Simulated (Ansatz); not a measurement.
## Ta under changes of volume

One of the cells (18.010 Å³/atom); the others are scaled copies at fixed shape and fractional positions:

```xyz
1
Lattice="-1.6513 1.6513 1.6513 1.6513 -1.6513 1.6513 1.6513 1.6513 -1.6513" Properties=species:S:1:pos:R:3 pbc="T T T"
Ta    0.0000    0.0000    0.0000
```

```yaml
Program: Ansatz 0.2.0
Functional: r2SCAN
Dispersion: rVV10
Potentials_or_basis: Ansatz PAW
Cutoff: "500 eV (not typed: the program's choice for these potentials)"
k_mesh: 11 × 11 × 11
Occupations: cold, width 0.05 eV
Spin: no spin polarisation
```

```csv
volume (Å³/atom),energy over the lowest point (meV/atom),pressure (GPa)
16.930,28.74,11.6
17.290,9.00,6.3
17.650,0.03,2.0
18.010,0.00,-1.9
18.371,8.42,-5.6
18.731,?,?
19.091,49.24,-12.3
```

Question: What does the run at 18.731 Å³/atom give?

Answer: Energy over the lowest point 24.65 meV/atom; pressure -9.3 GPa.

Worked out: A Birch-Murnaghan fit of order 3 (a polynomial in V^(-2/3)) to the other rows has its minimum at 17.83 Å³/atom with B0 = V·E''(V) = 198 GPa and B' = 2.9. It gives 25.21 meV/atom at 18.731 Å³/atom, against the run's 24.65, and -dE/dV = -9.1 GPa, against -9.3.

Energies are extrapolated to zero smearing.

Caveats: the PAW data sets come from PBE, with cores solved anew for the run's functional, which leaves a small shift of forces and pressure.
